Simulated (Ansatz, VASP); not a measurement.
**Two plane-wave programs on As**

File INCAR:

```
ALGO = Normal ; EDIFF = 1E-6
ENCUT = 520 ; GGA = PS
ISIF = 2 ; ISMEAR = -1
LASPH = T ; LCHARG = T
LELF = T ; LREAL = F
LVHAR = T ; LWAVE = F
NBANDS = 12 ; NELM = 100
PREC = Accurate ; SIGMA = 0.05
```

File KPOINTS:

```
k-points
0
Gamma
  9 9 9
```

Contents of POSCAR:

```
As
1.0
    1.9055470646      1.1001681106      3.5603049553
   -1.9055470646      1.1001681106      3.5603049553
    0.0000000000     -2.2003362214      3.5603049553
As
2
Direct
    0.2260000000      0.2260000000      0.2260000000
    0.7740000000      0.7740000000      0.7740000000
```

input.yaml

```yaml
crystal:
  lattice:
    - [1.9055470646, 1.1001681106, 3.5603049553]
    - [-1.9055470646, 1.1001681106, 3.5603049553]
    - [0.0, -2.2003362214, 3.5603049553]
  atoms:
    - { symbol: As, position: [0.226, 0.226, 0.226] }
    - { symbol: As, position: [0.774, 0.774, 0.774] }
hamiltonian:
  xc: pbesol
  pseudopotentials: { kind: paw }
kpoints:
  mp_grid: { grid: [9, 9, 9] }
scf:
  occupations: { method: fermi_dirac, width: 0.05 }
output:
  forces: true
  stress: true
  eigenvalues: true
  write_density: true
  write_potential: true
  elf: true
  volumetric_format: npy
```

Alike in both runs: task single point; functional PBEsol; k mesh 9 × 9 × 9; occupations fermi-dirac, width 0.05 eV; no spin polarisation.

```csv
,VASP,Ansatz
version,VASP 6.6.1,Ansatz 0.2.0
potentials or method,"VASP PAW PBE potentials, release 64 (As)",Ansatz PAW
plane-wave cutoff (eV),520,420
valence electrons in the cell,10,30
```

```tsv
	VASP	Ansatz	Ansatz less VASP
gap on the k mesh at the Fermi level (eV)	none	none	-
pressure (GPa)	-2.2	-2.5	-0.34
largest component of the traceless stress (GPa)	0.14	0.24	+0.105
rms of the force components (eV/Å)	0.100	0.066	-0.0341
```

Atom by atom the forces differ by 0.034 eV/Å (rms over components). A gap of «none» marks a metal or a gap that the smearing closes. With one functional, cell and mesh, what is left measures potentials, basis and numerics. The two sets of potentials don't hold the same shells in valence.

Caveats: the PAW data sets were made with another functional, which shifts forces and pressure a little (VASP); the PAW data sets come from PBE, with cores solved anew for the run's functional, which leaves a small shift of forces and pressure (Ansatz).
